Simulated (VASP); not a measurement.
# K in VASP: further runs

One slab, K, is run at these levels: PBE; tasks: single point, relaxation of the atoms.

Everything below comes from runs of VASP 6.6.1. Logs are shortened: lines on timing, memory, paths and dates and some standing lists are left out, and cuts for length are marked.

**1. The slab as given**

The cell holds a slab with vacuum, 5 atoms: a = 4.786 Å, b = 4.786 Å, c = 30.517 Å, α = 90.00°, β = 90.00°, γ = 120.00°.

The slab is cut from a database's or a generator's crystal, which needn't be the stable form of the element.

**2. Single point, PBE**

Contents of INCAR:

```
  ALGO = Fast
  DIPOL = 0.5 0.5 0.500
  EDIFF = 1E-6
  ENCUT = 600
  GGA = PE
  IDIPOL = 3
  ISIF = 2
  ISMEAR = -1
  LASPH = True
  LCHARG = True
  LDIPOL = True
  LELF = True
  LREAL = False
  LVACPOTAV = True
  LVHAR = True
  LWAVE = False
  NELM = 60
  PREC = Accurate
  SIGMA = 0.05
```

Contents of KPOINTS:

```
k-points
0
Gamma
  5 5 1
```

Contents of POSCAR:

```
K
1.0
    4.7864284507      0.0000000000      0.0000000000
   -2.3932142254      4.1451686318      0.0000000000
    0.0000000000      0.0000000000     30.5168343227
K
5
Direct
    0.0000000000      0.0000000000      0.2457659900
    0.6666666667      0.3333333333      0.3728519591
    0.3333333333      0.6666666667      0.4999379282
    0.6666666667      0.3333333333      0.6271480409
    0.3333333333      0.6666666667      0.7542340100
```

Potentials or basis: VASP PAW PBE potentials, release 54 (K_sv).

Launch:

```console
$ cat potpaw_PBE.54/K_sv/POTCAR > POTCAR
$ mpirun -np 1 vasp_std > vasp.out
```

OUTCAR:

```text
EDIFF = 1E-6
   ENCUT = 600
   GGA = PE
   ISIF = 2
   ISMEAR = -1
   LASPH = True
   LREAL = False
   NELM = 60
   PREC = Accurate

 ion  position               nearest neighbor table
   1  0.000  0.000  0.246-
   2  0.667  0.333  0.373-
   3  0.333  0.667  0.500-
   4  0.667  0.333  0.627-
   5  0.333  0.667  0.754-

  LATTYP: Found a hexagonal cell.
 ALAT       =     4.7864284507
 C/A-ratio  =     6.3757005118

  Lattice vectors:

 A1 = (   4.7864284507,   0.0000000000,   0.0000000000)
 A2 = (  -2.3932142254,   4.1451686318,   0.0000000000)
 A3 = (   0.0000000000,   0.0000000000,  30.5168343227)

Analysis of symmetry for initial positions (statically):
=====================================================================
 Subroutine PRICEL returns:
 Original cell was already a primitive cell.

 Routine SETGRP: Setting up the symmetry group for a
 hexagonal supercell.

 Subroutine GETGRP returns: Found  6 space group operations
 (whereof  6 operations were pure point group operations)
 out of a pool of 24 trial point group operations.

The static configuration has the point symmetry C_3v.

Analysis of symmetry for dynamics (positions and initial velocities):
=====================================================================
 Subroutine PRICEL returns:
 Original cell was already a primitive cell.

 Routine SETGRP: Setting up the symmetry group for a
 hexagonal supercell.

 Subroutine GETGRP returns: Found  6 space group operations
 (whereof  6 operations were pure point group operations)
 out of a pool of 24 trial point group operations.

The dynamic configuration has the point symmetry C_3v.

 Subroutine INISYM returns: Found  6 space group operations
 (whereof  6 operations are pure point group operations),
 and found     1 'primitive' translations

----------------------------------------------------------------------------------------

                                     Primitive cell

  volume of cell :     605.4709

  direct lattice vectors                    reciprocal lattice vectors
     4.786428451  0.000000000  0.000000000     0.208924046  0.120622354  0.000000000
    -2.393214225  4.145168632  0.000000000     0.000000000  0.241244709  0.000000000
     0.000000000  0.000000000 30.516834323     0.000000000  0.000000000  0.032768799

  length of vectors
[... 73 lines left out ...]
   NFREE  =      0    steps in history (QN), initial steepest desc. (CG)
   ISIF   =      2    stress and relaxation
   ISYM   =      2    0-nonsym 1-usesym 2-fastsym
   POTIM  = 0.5000    time-step for ionic-motion
   TEBEG  =    0.0;   TEEND  =   0.0 temperature during run
   PSTRESS=    0.0 pullay stress
   NELECT =      45.0000    total number of electrons
   NUPDOWN=      -1.0000    fix difference up-down
   EMIN   =  10.00;   EMAX   =-10.00  energy-range for DOS
   EFERMI =   0.00;   METHOD = LEGACY
   ISMEAR =    -1;   SIGMA  =   0.05  broadening in eV -4-tet -1-fermi 0-gaus
   EFERMI_NEDOS =   21; number of points for ismear=-14 and -15
   IALGO  =     68    algorithm
   IMIX   =      4    mixing-type and parameters
     AMIX     =   0.40;   BMIX     =  1.00
     AMIX_MAG =   1.60;   BMIX_MAG =  1.00
  volume/ion in A,a.u.               =     121.09       817.18
  Fermi-wavevector in a.u.,A,eV,Ry     =   0.688306  1.300709  6.445957  0.473764
  Thomas-Fermi vector in A             =   1.769068
   LORBIT       =      0    0 simple, 1 ext, 2 COOP (PROOUT), +10 PAW based schemes
   GGA     = PE    functional components
   LHFCALC =     F    Hartree Fock is set to
   AEXX    =    0.0000 exact exchange contribution
   IVDW    =     0    specifies the selected vdW correction
   LEPSILON=     F    determine dielectric tensor
   LRPA    =     F    only Hartree local field effects (RPA)
 non-spin polarized calculation
 RMM-DIIS sequential band-by-band and
  energy-cutoff  :      600.00
  volume of cell :      605.47
 maximum number of plane-waves:     20341
 NGX is ok and might be reduce to    40
   NGX = 19   NGY = 19   NGZ =121

 dipolmoment           0.000000      0.000000      0.000010 electrons x Angstroem

 number of electron      45.0000000 magnetization

 dipolmoment           0.000000      0.000000     -0.000004 electrons x Angstroem

 Free energy of the ion-electron system (eV)
  ---------------------------------------------------
  ext. energy  EPLUGINS =         0.00000000
  ---------------------------------------------------
  free energy    TOTEN  =        -5.05647841 eV

  energy without entropy =       -5.02754735  energy(sigma->0) =       -5.04201288

 E-fermi :  -0.8941     XC(G=0):  -3.9404

 val. band max:       -1.1555355778   @ k =   0.0000   0.0000   0.0000
 cond. band min:      -0.8831680712   @ k =   0.4000   0.0000   0.0000
 fundamental gap:      0.2723675067
 Fermi energy:        -0.8940839992

 k-point     1 :       0.0000    0.0000    0.0000
  band No.  band energies     occupation
      1     -33.2347      2.00000
      2     -33.2345      2.00000
      3     -33.1210      2.00000
      4     -33.1203      2.00000
      5     -33.1178      2.00000
      6     -16.7338      2.00000
[... 139 lines left out ...]
     26       0.0993      0.00000
     27       0.4225      0.00000

------------------------ aborting loop because EDIFF is reached ----------------------------------------

  FORCE on cell =-STRESS in cart. coord.  units (eV):
  Direction    XX          YY          ZZ          XY          YZ          ZX
  --------------------------------------------------------------------------------------
  -------------------------------------------------------------------------------------
  Total       -0.4360259     -0.4360259     -0.4212952      0.0000000     -0.0000000      0.0000000
  in kB       -1.1537975     -1.1537975     -1.1148177      0.0000000     -0.0000000      0.0000000
  external PRESSURE =      -1.1408042 kB  Pullay stress =       0.0000000 kB

 VOLUME and BASIS-vectors are now :
 -----------------------------------------------------------------------------
  energy-cutoff  :      600.00
  volume of cell :      605.47
      direct lattice vectors                 reciprocal lattice vectors
     4.786428451  0.000000000  0.000000000     0.208924046  0.120622354  0.000000000
    -2.393214225  4.145168632  0.000000000     0.000000000  0.241244709  0.000000000
     0.000000000  0.000000000 30.516834323     0.000000000  0.000000000  0.032768799

 POSITION                                       TOTAL-FORCE (eV/Angst)
 -----------------------------------------------------------------------------------
      0.00000      0.00000      7.50000        -0.000000      0.000000      0.043754
      2.39321      1.38172     11.37826        -0.000000      0.000000     -0.031703
     -0.00000      2.76345     15.25652         0.000000     -0.000000      0.000879
      2.39321      1.38172     19.13857         0.000000      0.000000      0.030858
     -0.00000      2.76345     23.01683        -0.000000     -0.000000     -0.043788
 -----------------------------------------------------------------------------------
    total drift:                                0.000000     -0.000000      0.000051

  FREE ENERGIE OF THE ION-ELECTRON SYSTEM (eV)
  ---------------------------------------------------
  free  energy   TOTEN  =        -5.0564784085 eV

  energy  without entropy=       -5.0275473486  energy(sigma->0) =       -5.04201288

 vacuum level on the upper side and lower side of the slab         1.381         1.381
```

OSZICAR:

```text
N       E                     dE             d eps       ncg     rms          rms(c)
DAV:   1     0.381363107849E+03    0.38136E+03   -0.18937E+04   302   0.136E+03
DAV:   2     0.314521641971E+02   -0.34991E+03   -0.34516E+03   325   0.343E+02
DAV:   3    -0.318978210805E+01   -0.34642E+02   -0.34343E+02   374   0.882E+01
[... 15 lines left out ...]
RMM:  19    -0.505646069826E+01   -0.34299E-04   -0.38173E-05   310   0.173E-02    0.150E-03
RMM:  20    -0.505647390627E+01   -0.13208E-04   -0.26425E-05   275   0.131E-02    0.913E-04
RMM:  21    -0.505647649542E+01   -0.25891E-05   -0.15752E-05   253   0.928E-03    0.588E-04
RMM:  22    -0.505647756606E+01   -0.10706E-05   -0.10294E-05   224   0.711E-03    0.841E-04
RMM:  23    -0.505647840849E+01   -0.84243E-06   -0.74505E-06   190   0.562E-03
   1 F= -.50564784E+01 E0= -.50420129E+01  d E =-.289311E-01
```

Wall time 3.1 min (1 thread of Intel Xeon 6975P-C (Granite Rapids), shared host); peak memory 0.8 GiB.

Results:

* Free energy: -5.0565 eV
* Largest force: 0.044 eV/Å
* Band gap on the k mesh: none (metal or under the smearing width)
* Work function of the upper face: 2.28 eV
* Work function of the lower face: 2.28 eV

Forces in eV/Å, atoms in the order of the input:
```
K    0.000  0.000  0.044
K    0.000  0.000 -0.032
K    0.000  0.000  0.001
K    0.000  0.000  0.031
K    0.000  0.000 -0.044
```

**3. Single point, PBE**

INCAR is that of step 2.

KPOINTS is that of step 2.

POSCAR is that of step 2.

Potentials or basis: VASP PAW PBE potentials, release 54 (K_pv).

Launch:

```console
$ cat potpaw_PBE.54/K_pv/POTCAR > POTCAR
$ mpirun -np 1 vasp_std > vasp.out
```

OUTCAR:

```text
EDIFF = 1E-6
   ENCUT = 600
   GGA = PE
   ISIF = 2
   ISMEAR = -1
   LASPH = True
   LREAL = False
   NELM = 60
   PREC = Accurate

 ion  position               nearest neighbor table
   1  0.000  0.000  0.246-   2 4.76   2 4.76   2 4.76
   2  0.667  0.333  0.373-   3 4.76   1 4.76   3 4.76   1 4.76   1 4.76   3 4.76
   3  0.333  0.667  0.500-   2 4.76   2 4.76   2 4.76   4 4.77   4 4.77   4 4.77
   4  0.667  0.333  0.627-   5 4.76   5 4.76   5 4.76   3 4.77   3 4.77   3 4.77
   5  0.333  0.667  0.754-   4 4.76   4 4.76   4 4.76

  LATTYP: Found a hexagonal cell.
 ALAT       =     4.7864284507
 C/A-ratio  =     6.3757005118

  Lattice vectors:

 A1 = (   4.7864284507,   0.0000000000,   0.0000000000)
 A2 = (  -2.3932142254,   4.1451686318,   0.0000000000)
 A3 = (   0.0000000000,   0.0000000000,  30.5168343227)

Analysis of symmetry for initial positions (statically):
=====================================================================
 Subroutine PRICEL returns:
 Original cell was already a primitive cell.

 Routine SETGRP: Setting up the symmetry group for a
 hexagonal supercell.

 Subroutine GETGRP returns: Found  6 space group operations
 (whereof  6 operations were pure point group operations)
 out of a pool of 24 trial point group operations.

The static configuration has the point symmetry C_3v.

Analysis of symmetry for dynamics (positions and initial velocities):
=====================================================================
 Subroutine PRICEL returns:
 Original cell was already a primitive cell.

 Routine SETGRP: Setting up the symmetry group for a
 hexagonal supercell.

 Subroutine GETGRP returns: Found  6 space group operations
 (whereof  6 operations were pure point group operations)
 out of a pool of 24 trial point group operations.

The dynamic configuration has the point symmetry C_3v.

 Subroutine INISYM returns: Found  6 space group operations
 (whereof  6 operations are pure point group operations),
 and found     1 'primitive' translations

[... 108 lines left out ...]
   IVDW    =     0    specifies the selected vdW correction
   LEPSILON=     F    determine dielectric tensor
   LRPA    =     F    only Hartree local field effects (RPA)
 non-spin polarized calculation
 RMM-DIIS sequential band-by-band and
  energy-cutoff  :      600.00
  volume of cell :      605.47
 maximum number of plane-waves:     20341
 NGX is ok and might be reduce to    40
   NGX = 19   NGY = 19   NGZ =121

 dipolmoment           0.000000      0.000000      0.000004 electrons x Angstroem

 number of electron      35.0000001 magnetization

 dipolmoment           0.000000      0.000000     -0.000001 electrons x Angstroem

 Free energy of the ion-electron system (eV)
  ---------------------------------------------------
  ext. energy  EPLUGINS =         0.00000000
  ---------------------------------------------------
  free energy    TOTEN  =        -4.95889688 eV

  energy without entropy =       -4.92996847  energy(sigma->0) =       -4.94443267

 E-fermi :  -1.5450     XC(G=0):  -3.9250

 val. band max:       -1.8072572414   @ k =   0.0000   0.0000   0.0000
 cond. band min:      -1.5339992932   @ k =   0.4000   0.0000   0.0000
 fundamental gap:      0.2732579482
 Fermi energy:        -1.5449714641

 k-point     1 :       0.0000    0.0000    0.0000
  band No.  band energies     occupation
      1     -17.3888      2.00000
      2     -17.3882      2.00000
      3     -17.3360      2.00000
      4     -17.3360      2.00000
      5     -17.3356      2.00000
      6     -17.3356      2.00000
[... 109 lines left out ...]
     20      -0.6341      0.00000
     21      -0.5556      0.00000

------------------------ aborting loop because EDIFF is reached ----------------------------------------

  FORCE on cell =-STRESS in cart. coord.  units (eV):
  Direction    XX          YY          ZZ          XY          YZ          ZX
  --------------------------------------------------------------------------------------
  -------------------------------------------------------------------------------------
  Total       -0.4195224     -0.4195224     -0.4067417      0.0000000      0.0000000     -0.0000000
  in kB       -1.1101266     -1.1101266     -1.0763067      0.0000000      0.0000000     -0.0000000
  external PRESSURE =      -1.0988533 kB  Pullay stress =       0.0000000 kB

 VOLUME and BASIS-vectors are now :
 -----------------------------------------------------------------------------
  energy-cutoff  :      600.00
  volume of cell :      605.47
      direct lattice vectors                 reciprocal lattice vectors
     4.786428451  0.000000000  0.000000000     0.208924046  0.120622354  0.000000000
    -2.393214225  4.145168632  0.000000000     0.000000000  0.241244709  0.000000000
     0.000000000  0.000000000 30.516834323     0.000000000  0.000000000  0.032768799

 POSITION                                       TOTAL-FORCE (eV/Angst)
 -----------------------------------------------------------------------------------
      0.00000      0.00000      7.50000         0.000000     -0.000000      0.041432
      2.39321      1.38172     11.37826        -0.000000      0.000000     -0.031635
     -0.00000      2.76345     15.25652         0.000000     -0.000000      0.000979
      2.39321      1.38172     19.13857        -0.000000      0.000000      0.030966
     -0.00000      2.76345     23.01683         0.000000     -0.000000     -0.041742
 -----------------------------------------------------------------------------------
    total drift:                               -0.000000      0.000000     -0.000026

  FREE ENERGIE OF THE ION-ELECTRON SYSTEM (eV)
  ---------------------------------------------------
  free  energy   TOTEN  =        -4.9588968781 eV

  energy  without entropy=       -4.9299684707  energy(sigma->0) =       -4.94443267

 vacuum level on the upper side and lower side of the slab         0.739         0.739
```

OSZICAR:

```text
N       E                     dE             d eps       ncg     rms          rms(c)
DAV:   1     0.109368233491E+03    0.10937E+03   -0.14493E+04   258   0.129E+03
DAV:   2    -0.272188388376E+01   -0.11209E+03   -0.10963E+03   240   0.224E+02
DAV:   3    -0.503238893402E+01   -0.23105E+01   -0.22259E+01   240   0.293E+01
[... 13 lines left out ...]
RMM:  17    -0.495883800930E+01   -0.30440E-04   -0.68393E-06   169   0.123E-02    0.376E-03
RMM:  18    -0.495888978230E+01   -0.51773E-04   -0.20705E-05   242   0.184E-02    0.176E-03
RMM:  19    -0.495889457363E+01   -0.47913E-05   -0.14976E-06   153   0.534E-03    0.830E-04
RMM:  20    -0.495889663271E+01   -0.20591E-05   -0.82837E-07   142   0.343E-03    0.369E-04
RMM:  21    -0.495889687809E+01   -0.24537E-06   -0.10230E-07    57   0.116E-03
   1 F= -.49588969E+01 E0= -.49444327E+01  d E =-.289284E-01
```

Run time: 2.1 min. Hardware: 1 thread of Intel Xeon 6975P-C (Granite Rapids), shared host; peak memory 0.76 GiB.

Results:

```
Free energy                     : -4.9589 eV
Largest force                   : 0.042 eV/Å
Band gap on the k mesh          : none (metal or under the smearing width)
Work function of the upper face : 2.28 eV
Work function of the lower face : 2.28 eV
```

Forces on the atoms (eV/Å):
```
K    0.000  0.000  0.041
K    0.000  0.000 -0.032
K    0.000  0.000  0.001
K    0.000  0.000  0.031
K    0.000  0.000 -0.042
```

(Continued in part 2 of 2.)
